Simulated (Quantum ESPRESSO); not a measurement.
# FeSi2 (Linzhiite) (P4/mmm) in Quantum ESPRESSO: further runs

One crystal, FeSi2 (Linzhiite), is run at these levels: PBEsol+U; tasks: projected density of states.

Everything below comes from runs of Quantum ESPRESSO 7.5. Logs are shortened: lines on timing, memory, paths and dates and some standing lists are left out, and cuts for length are marked.

### Step 1. Starting point

The structure is tetragonal, space group P4/mmm (No. 123). The conventional cell has a = 2.684 Å, b = 2.684 Å, c = 5.128 Å, α = 90.00°, β = 90.00°, γ = 90.00°. Around Fe (site symmetry 4/mmm) lie 8 Si at 2.35 Å and 4 Fe at 2.68 Å. Around Si (site symmetry 4mm) lie 4 Fe at 2.35 Å and 5 Si at 2.36 to 2.68 Å.

### Step 2. Projected density of states, PBEsol+U, collinear spin, ferromagnetic start

Input file pw.in:

```
&CONTROL
  calculation = 'scf'
  prefix = 'pwscf'
  outdir = './tmp'
  pseudo_dir = './pseudo'
  tprnfor = .true.
  tstress = .true.
  disk_io = 'low'
/
&SYSTEM
  ibrav = 0
  celldm(1) = 8
  nat = 3
  ntyp = 2
  ecutwfc = 56
  ecutrho = 448
  nbnd = 22
  occupations = 'smearing'
  smearing = 'fd'
  degauss = 0.00367493
  nspin = 2
  starting_magnetization(1) = 0.1875
  starting_magnetization(2) = 0
/
&ELECTRONS
  conv_thr = 6d-10
  electron_maxstep = 120
  mixing_beta = 0.3
/
ATOMIC_SPECIES
Fe    55.8450 fe_pbesol_v1.5.uspp.F.UPF
Si    28.0850 si_pbesol_v1.uspp.F.UPF
CELL_PARAMETERS alat
  0.6340031148119   0.0000000000000   0.0000000000000
  0.0000000000000   0.6340031148119   0.0000000000000
  0.0000000000000   0.0000000000000   1.2113144458851
ATOMIC_POSITIONS crystal
Fe     0.0000000000    0.0000000000    0.0000000000
Si     0.5000000000    0.5000000000    0.7300000000
Si     0.5000000000    0.5000000000    0.2700000000
K_POINTS automatic
8 8 4 0 0 0
HUBBARD {ortho-atomic}
U Fe-3d 2.0
```

Input file nscf.in:

```
&CONTROL
  calculation = 'nscf'
  prefix = 'pwscf'
  outdir = './tmp'
  pseudo_dir = './pseudo'
  disk_io = 'low'
/
&SYSTEM
  ibrav = 0
  celldm(1) = 8
  nat = 3
  ntyp = 2
  ecutwfc = 56
  ecutrho = 448
  nbnd = 22
  occupations = 'tetrahedra_opt'
  nspin = 2
  starting_magnetization(1) = 0.1875
  starting_magnetization(2) = 0
/
&ELECTRONS
  conv_thr = 1d-08
  electron_maxstep = 120
  mixing_beta = 0.3
  startingwfc = 'random'
/
ATOMIC_SPECIES
Fe    55.8450 fe_pbesol_v1.5.uspp.F.UPF
Si    28.0850 si_pbesol_v1.uspp.F.UPF
CELL_PARAMETERS alat
  0.6340031148119   0.0000000000000   0.0000000000000
  0.0000000000000   0.6340031148119   0.0000000000000
  0.0000000000000   0.0000000000000   1.2113144458851
ATOMIC_POSITIONS crystal
Fe     0.0000000000    0.0000000000    0.0000000000
Si     0.5000000000    0.5000000000    0.7300000000
Si     0.5000000000    0.5000000000    0.2700000000
K_POINTS automatic
12 12 6 0 0 0
HUBBARD {ortho-atomic}
U Fe-3d 2.0
```

Input file projwfc.in:

```
&PROJWFC
  prefix = 'pwscf'
  outdir = './tmp'
  filpdos = 'p'
  Emin = -1
  Emax = 24
  DeltaE = 0.05
/
```

Potentials or basis: GBRV 1.5 PBEsol.

Launch:

```bash
> OMP_NUM_THREADS=1 mpirun -n 2 pw.x -nk 2 -in pw.in > pw.out
> OMP_NUM_THREADS=1 mpirun -n 2 pw.x -nk 2 -in nscf.in > nscf.out
> OMP_NUM_THREADS=1 mpirun -n 1 projwfc.x -in projwfc.in > projwfc.out
```

pw.out:

```text
This program is part of the open-source Quantum ESPRESSO suite
     for quantum simulation of materials; please cite
         "P. Giannozzi et al., J. Phys.:Condens. Matter 21 395502 (2009);
         "P. Giannozzi et al., J. Phys.:Condens. Matter 29 465901 (2017);
         "P. Giannozzi et al., J. Chem. Phys. 152 154105 (2020);
     in publications or presentations arising from this work. More details at

     Message from routine setup:
     using ibrav=0 with symmetry is DISCOURAGED, use correct ibrav instead

     K-points division:     npool     =       2
     Subspace diagonalization in iterative solution of the eigenvalue problem:
     a serial algorithm will be used

     G-vector sticks info
     --------------------
     sticks:   dense  smooth     PW     G-vecs:    dense   smooth      PW
     Sum         917     457    145                39909    14039    2513

     Using Slab Decomposition

     bravais-lattice index     =            0
     lattice parameter (alat)  =       8.0000  a.u.
     unit-cell volume          =     249.2927 (a.u.)^3
     number of atoms/cell      =            3
     number of atomic types    =            2
     number of electrons       =        24.00
     number of Kohn-Sham states=           22
     kinetic-energy cutoff     =      56.0000  Ry
     charge density cutoff     =     448.0000  Ry
     scf convergence threshold =      6.0E-10
     mixing beta               =       0.3000
     number of iterations used =            8  plain     mixing
     Exchange-correlation= SLA  PW   PSX  PSC
                           (   1   4  10   8   0   0   0)
     Hubbard projectors: ortho-atomic
     Hubbard parameters of DFT+U (Dudarev formulation) in eV:
     U(Fe-3d) =  2.0000

     Internal variables: lda_plus_u =T, lda_plus_u_kind = 0

     Internal variables: orbital_resolved =F, hub_pot_fix =F, apply_U = F

     celldm(1)=   8.000000  celldm(2)=   0.000000  celldm(3)=   0.000000
     celldm(4)=   0.000000  celldm(5)=   0.000000  celldm(6)=   0.000000

     crystal axes: (cart. coord. in units of alat)
               a(1) = (   0.634003   0.000000   0.000000 )
               a(2) = (   0.000000   0.634003   0.000000 )
               a(3) = (   0.000000   0.000000   1.211314 )

     reciprocal axes: (cart. coord. in units 2 pi/alat)
               b(1) = (  1.577279  0.000000  0.000000 )
               b(2) = (  0.000000  1.577279  0.000000 )
               b(3) = (  0.000000  0.000000  0.825549 )

     PseudoPot. # 1 for Fe read from file:
     fe_pbesol_v1.5.uspp.F.UPF
     Pseudo is Ultrasoft + core correction, Zval = 16.0
     Generated by new atomic code, or converted to UPF format
     Using radial grid of  861 points,  6 beta functions with:
                l(1) =   0
                l(2) =   0
                l(3) =   1
                l(4) =   1
                l(5) =   2
                l(6) =   2
     Q(r) pseudized with  8 coefficients,  rinner =    1.000   1.000   1.000
                                                       1.000   1.000

     PseudoPot. # 2 for Si read from file:
     si_pbesol_v1.uspp.F.UPF
     Pseudo is Ultrasoft + core correction, Zval =  4.0
     Generated by new atomic code, or converted to UPF format
     Using radial grid of  899 points,  6 beta functions with:
                l(1) =   0
                l(2) =   0
                l(3) =   1
                l(4) =   1
                l(5) =   2
                l(6) =   2
     Q(r) pseudized with  8 coefficients,  rinner =    0.900   0.900   0.900
                                                       0.900   0.900

     atomic species   valence    mass     pseudopotential
     Fe               16.00    55.84500     Fe( 1.00)
     Si                4.00    28.08500     Si( 1.00)

     Starting magnetic structure
     atomic species   magnetization
     Fe              0.188
     Si              0.000

     16 Sym. Ops., with inversion, found

   Cartesian axes

     site n.     atom                  positions (alat units)
         1        Fe     tau(   1) = (   0.0000000   0.0000000   0.0000000  )
         2        Si     tau(   2) = (   0.3170016   0.3170016   0.8842595  )
         3        Si     tau(   3) = (   0.3170016   0.3170016   0.3270549  )

     number of k points=    45  Fermi-Dirac smearing, width (Ry)=  0.0037
                       cart. coord. in units 2pi/alat
        k(    1) = (   0.0000000   0.0000000   0.0000000), wk =   0.0039062
        k(    2) = (   0.0000000   0.0000000   0.2063874), wk =   0.0078125
        k(    3) = (   0.0000000   0.0000000  -0.4127747), wk =   0.0039062
        k(    4) = (   0.0000000   0.1971599   0.0000000), wk =   0.0156250
        k(    5) = (   0.0000000   0.1971599   0.2063874), wk =   0.0312500
        k(    6) = (   0.0000000   0.1971599  -0.4127747), wk =   0.0156250
[... 37 lines left out ...]
        k(   44) = (  -0.7886397  -0.7886397   0.2063874), wk =   0.0078125
[... 79 lines left out ...]
      -0.000  0.791 -0.000  0.000  0.000
      -0.000 -0.000  0.791  0.000  0.000
[... 383 lines left out ...]
     total magnetization       =     0.13 Bohr mag/cell
     absolute magnetization    =     0.21 Bohr mag/cell

     iteration # 38     ecut=    56.00 Ry     beta= 0.30
     Davidson diagonalization with overlap
     ethr =  5.28E-12,  avg # of iterations =  1.4

     Magnetic moment per site  (integrated on atomic sphere of radius R)
     atom   1 (R=0.229)  charge= 14.4580  magn=  0.1614
     atom   2 (R=0.229)  charge=  1.8379  magn= -0.0076
     atom   3 (R=0.229)  charge=  1.8379  magn= -0.0076

     End of self-consistent calculation

     =================== HUBBARD OCCUPATIONS ===================
     ------------------------ ATOM    1 ------------------------
     Tr[ns(  1)] (up, down, total) =   3.51917  3.34825  6.86742
     Atomic magnetic moment for atom   1 =   0.17092
     SPIN  1
     eigenvalues:
       0.552  0.707  0.734  0.734  0.793
     eigenvectors (columns):
      -0.000 -1.000  0.000 -0.000  0.000
      -0.000 -0.000 -0.607  0.794  0.000
      -0.000 -0.000 -0.794 -0.607  0.000
       1.000 -0.000 -0.000  0.000 -0.000
       0.000  0.000  0.000  0.000  1.000
     occupation matrix ns (before diag.):
       0.707 -0.000 -0.000  0.000  0.000
      -0.000  0.734 -0.000  0.000  0.000
      -0.000 -0.000  0.734  0.000  0.000
       0.000  0.000  0.000  0.552 -0.000
       0.000  0.000  0.000 -0.000  0.793
     SPIN  2
     eigenvalues:
       0.438  0.672  0.725  0.725  0.788
     eigenvectors (columns):
      -0.000 -1.000  0.000 -0.000  0.000
      -0.000 -0.000 -0.533  0.846  0.000
      -0.000 -0.000 -0.846 -0.533  0.000
       1.000 -0.000 -0.000  0.000 -0.000
       0.000  0.000  0.000  0.000  1.000
     occupation matrix ns (before diag.):
       0.672 -0.000 -0.000  0.000  0.000
      -0.000  0.725 -0.000  0.000  0.000
      -0.000 -0.000  0.725  0.000  0.000
       0.000  0.000  0.000  0.438 -0.000
       0.000  0.000  0.000 -0.000  0.788

     Number of occupied Hubbard levels =    6.8674

 ------ SPIN UP ------------

          k = 0.0000 0.0000 0.0000 (  1775 PWs)   bands (ev):

   -72.5023 -38.8237 -38.8237 -38.5306   0.1501   4.9231   6.0917  10.4248
    12.2654  12.3373  12.3373  13.0227  18.6640  18.6640  20.5320  21.2845
    22.1480  22.2216  23.6933  23.6933  25.4580  25.4580

          k = 0.0000 0.0000 0.2064 (  1751 PWs)   bands (ev):

   -72.5023 -38.8237 -38.8237 -38.5306   0.4957   3.2095   8.1133  10.4337
    12.1419  12.3169  12.3169  13.0229  18.1020  19.0470  19.0470  20.7816
    22.1398  22.1398  22.7788  23.6505  27.5132  27.5132
[... 247 lines left out ...]
          k =-0.7886-0.7886 0.2064 (  1764 PWs)   bands (ev):

   -72.4766 -38.9460 -38.9460 -38.5000   6.2470   8.8768   8.8768  10.1666
    10.3050  10.3050  11.9027  14.2230  15.2783  15.2783  15.6152  15.9330
    17.9193  18.2010  19.9179  19.9179  23.9737  26.0773

          k =-0.7886-0.7886-0.4128 (  1760 PWs)   bands (ev):

   -72.4766 -38.9460 -38.9460 -38.5000   6.4061   8.6824   8.6824   9.6212
    10.7929  10.7929  12.1384  14.2231  14.3893  14.3893  15.3081  16.7360
    18.0116  18.3414  22.1713  22.2971  22.2971  24.3854

 ------ SPIN DOWN ----------

          k = 0.0000 0.0000 0.0000 (  1775 PWs)   bands (ev):

   -72.2958 -38.5958 -38.5958 -38.3876   0.1411   4.9049   6.1097  10.8479
    12.4486  12.4627  12.4627  13.1560  18.6525  18.6525  20.5205  21.3414
    22.1811  22.2021  23.6998  23.6998  25.4589  25.4589

          k = 0.0000 0.0000 0.2064 (  1751 PWs)   bands (ev):

   -72.2958 -38.5958 -38.5958 -38.3876   0.4863   3.2007   8.1416  10.8582
    12.2758  12.4412  12.4412  13.1562  18.1560  19.0359  19.0359  20.7920
    22.1470  22.1470  22.8147  23.6465  27.5133  27.5133
[... 247 lines left out ...]
          k =-0.7886-0.7886 0.2064 (  1764 PWs)   bands (ev):

   -72.2699 -38.7192 -38.7192 -38.3568   6.2583   8.9165   8.9165  10.1697
    10.3067  10.3067  12.0553  14.7663  15.3409  15.3409  15.6200  15.9682
    17.9770  18.2601  19.9468  19.9468  23.9658  26.1014

          k =-0.7886-0.7886-0.4128 (  1760 PWs)   bands (ev):

   -72.2699 -38.7192 -38.7192 -38.3568   6.4198   8.7221   8.7221   9.6168
    10.7808  10.7808  12.3116  14.4709  14.4709  14.7664  15.3035  16.8149
    18.0911  18.3128  22.1821  22.3056  22.3056  24.4177

     the Fermi energy is    14.0654 ev

!    total energy              =    -269.27495136 Ry
     estimated scf accuracy    <          1.1E-10 Ry
     smearing contrib. (-TS)   =      -0.00055955 Ry
     internal energy E=F+TS    =    -269.27439181 Ry

     The total energy is F=E-TS. E is the sum of the following terms:
     one-electron contribution =    -211.29820350 Ry
     hartree contribution      =     118.48364569 Ry
     xc contribution           =     -37.83681596 Ry
     ewald contribution        =    -138.77309946 Ry
     Hubbard energy            =       0.15008142 Ry

     total magnetization       =     0.13 Bohr mag/cell
     absolute magnetization    =     0.21 Bohr mag/cell

     convergence has been achieved in  38 iterations

     Forces acting on atoms (cartesian axes, Ry/au):

     atom    1 type  1   force =     0.00000000    0.00000000    0.00000000
     atom    2 type  2   force =     0.00000000    0.00000000   -0.00824659
     atom    3 type  2   force =     0.00000000    0.00000000    0.00824659

     Total force =     0.011662     Total SCF correction =     0.000004

     Computing stress (Cartesian axis) and pressure

          total   stress  (Ry/bohr**3)                   (kbar)     P=      -24.91
  -0.00016186   0.00000000   0.00000000          -23.81        0.00        0.00
   0.00000000  -0.00016186   0.00000000            0.00      -23.81        0.00
   0.00000000   0.00000000  -0.00018420            0.00        0.00      -27.10

=------------------------------------------------------------------------------=
   JOB DONE.
=------------------------------------------------------------------------------=
```

Wall time 2.6 min (2 MPI ranks of Intel Xeon Platinum 8488C (Sapphire Rapids), shared host); peak memory 0.34 GiB.

What came out:

```yaml
Free_energy: -3663.6724 eV
Pressure: -2.5 GPa
Largest_force: 0.212 eV/Å
Band_gap_on_the_k_mesh: none (metal or under the smearing width)
Net_moment: 0.13 μB per cell
Absolute_moment: 0.21 μB per cell
Site_moments: Fe +0.16; Si -0.01 μB
Valence_electrons_inside_the_program's_atomic_spheres: Fe 14.46; Si 1.84
Loewdin_charges: Fe -0.87; Si +0.59 e
```

Forces in eV/Å, atoms in the order of the input:
```
Fe   0.000  0.000  0.000
Si   0.000  0.000 -0.212
Si   0.000  0.000  0.212
```

Stress tensor (GPa, compression positive):
```
-2.38  0.00  0.00
 0.00 -2.38  0.00
 0.00  0.00 -2.71
```

States per cell in windows of 1 eV (zero at the Fermi level; states under -8 eV left out):
| from (eV) | up | down | Fe#1 d wfc3 | Si#2 p wfc2 | Si#3 p wfc2 | Fe#1 p wfc5 | Si#2 s wfc1 | Si#3 s wfc1 |
| --- | --- | --- | --- | --- | --- | --- | --- | --- |
| -8.0 | 0.35 | 0.35 | 0.12 | 0.13 | 0.13 | 0.06 | 0.11 | 0.11 |
| -7.0 | 0.37 | 0.37 | 0.12 | 0.20 | 0.20 | 0.06 | 0.05 | 0.05 |
| -6.0 | 0.62 | 0.60 | 0.29 | 0.34 | 0.34 | 0.11 | 0.03 | 0.03 |
| -5.0 | 0.97 | 0.93 | 0.65 | 0.46 | 0.46 | 0.16 | 0.04 | 0.04 |
| -4.0 | 0.95 | 0.99 | 0.91 | 0.36 | 0.36 | 0.18 | 0.04 | 0.04 |
| -3.0 | 1.58 | 1.36 | 2.01 | 0.30 | 0.30 | 0.13 | 0.04 | 0.04 |
| -2.0 | 1.15 | 1.38 | 2.06 | 0.12 | 0.12 | 0.10 | 0.01 | 0.01 |
| -1.0 | 0.41 | 0.32 | 0.42 | 0.08 | 0.08 | 0.08 | 0.01 | 0.01 |
| 0.0 | 0.73 | 0.81 | 1.07 | 0.16 | 0.16 | 0.06 | 0.03 | 0.03 |
| 1.0 | 0.60 | 0.60 | 0.45 | 0.17 | 0.17 | 0.07 | 0.14 | 0.14 |
| 2.0 | 0.81 | 0.83 | 0.43 | 0.29 | 0.29 | 0.12 | 0.15 | 0.15 |
| 3.0 | 0.78 | 0.80 | 0.32 | 0.30 | 0.30 | 0.17 | 0.09 | 0.09 |
| 4.0 | 0.76 | 0.78 | 0.20 | 0.33 | 0.33 | 0.17 | 0.09 | 0.09 |
| 5.0 | 0.71 | 0.72 | 0.13 | 0.33 | 0.33 | 0.19 | 0.07 | 0.07 |
| 6.0 | 0.69 | 0.70 | 0.10 | 0.31 | 0.31 | 0.19 | 0.06 | 0.06 |
| 7.0 | 0.64 | 0.64 | 0.07 | 0.26 | 0.26 | 0.18 | 0.04 | 0.04 |

Eigenvalues of the final occupation matrices:
| site | spin | trace | eigenvalues |
| --- | --- | --- | --- |
| Fe 1 3d | 1 | 3.52 | 0.55 0.71 0.73 0.73 0.79 |
| Fe 1 3d | 2 | 3.35 | 0.44 0.67 0.73 0.73 0.79 |

Caveat: the U is typed as a test and isn't derived for this compound. The state reached can hang on the start; a lower one may exist.

### Step 3. Projected density of states, PBEsol+U, collinear spin, ferromagnetic start

Changes to pw.in since step 2:

```diff
@@ -43,2 +43,2 @@
 HUBBARD {ortho-atomic}
-U Fe-3d 2.0
+U Fe-3d 4.0
```

Changes to nscf.in since step 2:

```diff
@@ -40,2 +40,2 @@
 HUBBARD {ortho-atomic}
-U Fe-3d 2.0
+U Fe-3d 4.0
```

projwfc.in is that of step 2.

Potentials or basis: GBRV 1.5 PBEsol.

Launch:

```bash
> OMP_NUM_THREADS=1 mpirun -n 2 pw.x -nk 2 -in pw.in > pw.out
> OMP_NUM_THREADS=1 mpirun -n 2 pw.x -nk 2 -in nscf.in > nscf.out
> OMP_NUM_THREADS=1 mpirun -n 1 projwfc.x -in projwfc.in > projwfc.out
```

Run time: 1.9 min. Hardware: 2 MPI ranks of Intel Xeon Platinum 8488C (Sapphire Rapids), shared host; peak memory 0.34 GiB.

Results (log left out):

| Quantity | Value |
| --- | --- |
| Free energy | -3661.6200 eV |
| Pressure | 9.4 GPa |
| Largest force | 0.793 eV/Å |
| Band gap on the k mesh | none (metal or under the smearing width) |
| Net moment | 1.57 μB per cell |
| Absolute moment | 2.02 μB per cell |
| Site moments | Fe +1.73; Si -0.06 μB |
| Valence electrons inside the program's atomic spheres | Fe 14.45; Si 1.86 |
| Loewdin charges | Fe -0.79; Si +0.54 e |

Forces on the atoms (eV/Å):
```
Fe   0.000  0.000  0.000
Si   0.000  0.000 -0.793
Si   0.000  0.000  0.793
```

Stress tensor (GPa, compression positive):
```
12.34  0.00  0.00
 0.00 12.34  0.00
 0.00  0.00  3.52
```

Levels at points of the mesh, in eV from the Fermi level:
Spin up:
```csv
k point,band 9,band 10,band 11,band 12,band 13,band 14,band 15,band 16,band 17,band 18
"(0.00, 0.00, 0.00)",-3.47,-3.47,-3.41,-2.28,4.45,4.45,6.34,6.96,7.75,8.05
"(0.00, 0.00, -0.50)",-3.50,-3.50,-2.46,-2.28,1.60,5.55,5.55,6.29,6.51,6.51
"(0.00, -0.50, 0.00)",-4.52,-3.97,-3.60,-3.16,-1.94,0.19,1.63,7.85,8.46,10.17
"(0.00, -0.50, -0.50)",-4.43,-4.28,-3.59,-3.17,-1.47,2.22,4.12,4.74,7.51,8.25
"(-0.50, -0.50, 0.00)",-4.55,-3.87,-3.45,-2.26,0.38,1.78,2.60,2.60,2.87,2.87
"(-0.50, -0.50, -0.50)",-3.61,-3.43,-3.43,-2.26,-0.56,-0.56,0.97,2.00,3.22,4.21
```
Spin down:
```csv
k point,band 7,band 8,band 9,band 10,band 11,band 12,band 13,band 14,band 15,band 16
"(0.00, 0.00, 0.00)",-8.10,-1.89,-1.70,-0.71,-0.09,-0.09,4.42,4.42,6.29,7.38
"(0.00, 0.00, -0.50)",-4.36,-2.49,-1.86,-0.71,-0.17,-0.17,2.61,5.51,5.51,6.21
"(0.00, -0.50, 0.00)",-6.80,-4.57,-3.99,-2.70,-2.30,0.49,0.76,2.58,3.45,7.71
"(0.00, -0.50, -0.50)",-6.98,-6.35,-2.53,-2.29,-2.10,0.47,2.14,2.27,4.81,5.73
"(-0.50, -0.50, 0.00)",-4.57,-4.06,-4.06,-3.30,-2.33,0.20,2.62,2.78,2.96,2.96
"(-0.50, -0.50, -0.50)",-4.94,-4.59,-3.46,-3.46,-1.84,1.09,1.29,1.29,2.62,2.89
```

States per cell in windows of 1 eV (zero at the Fermi level; states under -8 eV left out):
| from (eV) | up | down | Fe#1 d wfc3 | Si#2 p wfc2 | Si#3 p wfc2 | Fe#1 p wfc5 | Si#2 s wfc1 | Si#3 s wfc1 |
| --- | --- | --- | --- | --- | --- | --- | --- | --- |
| -8.0 | 0.38 | 0.31 | 0.14 | 0.14 | 0.14 | 0.06 | 0.09 | 0.09 |
| -7.0 | 0.58 | 0.38 | 0.25 | 0.24 | 0.24 | 0.08 | 0.05 | 0.05 |
| -6.0 | 1.33 | 0.51 | 0.86 | 0.35 | 0.35 | 0.14 | 0.03 | 0.03 |
| -5.0 | 1.12 | 0.81 | 0.86 | 0.40 | 0.40 | 0.14 | 0.04 | 0.04 |
| -4.0 | 1.83 | 0.76 | 1.60 | 0.33 | 0.33 | 0.15 | 0.05 | 0.05 |
| -3.0 | 0.81 | 1.33 | 1.21 | 0.30 | 0.30 | 0.15 | 0.04 | 0.04 |
| -2.0 | 0.66 | 1.10 | 1.19 | 0.17 | 0.17 | 0.11 | 0.01 | 0.01 |
| -1.0 | 0.31 | 0.36 | 0.36 | 0.09 | 0.09 | 0.05 | 0.01 | 0.01 |
| 0.0 | 0.36 | 0.79 | 0.69 | 0.11 | 0.11 | 0.06 | 0.06 | 0.06 |
| 1.0 | 0.67 | 0.66 | 0.53 | 0.21 | 0.21 | 0.10 | 0.09 | 0.09 |
| 2.0 | 0.72 | 1.21 | 0.68 | 0.30 | 0.30 | 0.13 | 0.16 | 0.16 |
| 3.0 | 0.74 | 0.84 | 0.36 | 0.29 | 0.29 | 0.15 | 0.10 | 0.10 |
| 4.0 | 0.67 | 0.92 | 0.25 | 0.33 | 0.33 | 0.18 | 0.08 | 0.08 |
| 5.0 | 0.70 | 0.74 | 0.15 | 0.32 | 0.32 | 0.19 | 0.06 | 0.06 |
| 6.0 | 0.67 | 0.73 | 0.12 | 0.31 | 0.31 | 0.19 | 0.06 | 0.06 |
| 7.0 | 0.64 | 0.67 | 0.08 | 0.26 | 0.26 | 0.18 | 0.04 | 0.04 |

Eigenvalues of the final occupation matrices:
```
   site  spin  trace               eigenvalues
Fe 1 3d     1   4.30  0.82 0.82 0.83 0.90 0.92
Fe 1 3d     2   2.49  0.29 0.36 0.36 0.71 0.77
```

Caveat: the U is typed as a test and isn't derived for this compound.
